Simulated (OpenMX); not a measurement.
Runs of OpenMX 3.8.5 on MnS. It takes space group Fm-3m (No. 225, cubic). Conventional cell: a = 5.209 Å, b = 5.209 Å, c = 5.209 Å, α = 90.00°, β = 90.00°, γ = 90.00°. Mn (site symmetry m-3m) has 6 S at 2.60 Å as nearest neighbours. Around S (site symmetry m-3m) lie 6 Mn at 2.60 Å. 

```csv
level,potentials or basis,cell,k mesh,pressure (GPa),moment (μB)
PBE,"OpenMX 2013 PBE set, Mn6.0-s2p2d1, S7.0-s2p2d1, grid cutoff 400 Ry","Fm-3m, 17.67 Å³/atom",9 × 9 × 9,(a),4.80
PBE,"OpenMX 2013 PBE set, Mn6.0-s3p2d2, S7.0-s2p2d1f1, grid cutoff 400 Ry","Fm-3m, 16.96 Å³/atom",7 × 7 × 7,0.9,4.63
PBE,"OpenMX 2013 PBE set, Mn6.0-s3p2d2, S7.0-s2p2d1f1, grid cutoff 400 Ry","Fm-3m, 15.55 Å³/atom",7 × 7 × 7,7.0,4.37
PBE,"OpenMX 2013 PBE set, Mn6.0-s3p2d2, S7.0-s2p2d1f1, grid cutoff 400 Ry","Fm-3m, 18.37 Å³/atom",7 × 7 × 7,-4.1,4.76
LDA,"OpenMX 2013 LDA set, Mn6.0-s3p2d2, S7.0-s2p2d1f1, grid cutoff 400 Ry","Fm-3m, 17.67 Å³/atom",9 × 9 × 9,-10.2,(b)
PBE,"OpenMX 2013 PBE set, Mn6.0-s3p2d2, S7.0-s2p2d1f1, grid cutoff 400 Ry","Fm-3m, 17.67 Å³/atom",7 × 7 × 7,-1.8,4.71
PBE,"OpenMX 2013 PBE set, Mn6.0-s3p2d2, S7.0-s2p2d1f1, grid cutoff 400 Ry","Fm-3m, 19.08 Å³/atom",7 × 7 × 7,-5.8,4.85
PBE,"OpenMX 2013 PBE set, Mn6.0-s3p2d2, S7.0-s2p2d1f1, grid cutoff 400 Ry","Fm-3m, 16.25 Å³/atom",7 × 7 × 7,4.1,4.54
```

Alike in all rows: task band structure; spin collinear, ferromagnetic start; smearing fermi-dirac 0.05 eV.

Q: Estimate the missing entries.

A: (a) -1.5; (b) 4.60.

Caveats: the basis of atomic orbitals isn't converged, which shifts pressures, moduli and gaps; a cell with one magnetic atom can't hold antiferromagnetic order, which such compounds often take; the transition metal has a single d function, too few for pressures, volumes and moments (some runs).
